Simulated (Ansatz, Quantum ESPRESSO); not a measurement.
# 2H-WS2, 1 layer, rectangular cell: the energy at a withheld member of a series

How the rows were computed: Quantum ESPRESSO 7.5, PBE, GBRV ultrasoft. Cell and atoms are first relaxed; each strained cell is then held, the other axis too, and the atoms relax in it. A periodic run with 15 Å of vacuum in the starting cell gives the vacuum levels, and bands follow along a path. The series steps strain along the second axis. Energies count from the lowest.

```
strain along the second axis  energy (eV)
                        -4 %       0.1449
                        -3 %       0.0807
                        -2 %       0.0359
                        -1 %       0.0095
                         0 %       0.0000
                         1 %       0.0066
                         2 %       0.0281
                         3 %       0.0638
```

**Question.** What is the energy at 4 %?

**Fit.** The rows at 2 % and 3 % give a slope of (0.0638 − (0.0281))/(3 − (2)) = 0.0357, so a straight line gives 0.0995 eV. A parabola through these and the row at 1 % gives 0.1137 eV.

**The withheld run.** 0.1125 eV. The line misses by −0.0130 and the parabola by +0.0012 eV. The parabola does better.

**Limits.** Semilocal gaps are too small; the 1×1 cell can't ripple over many cells under compression as a free sheet would. No spin-orbit coupling.

[Logs are printed without paths, hosts, clocks, repeated set-up lines and the standing remarks that a program may print on its own settings, such as how far it seeks lower states.]
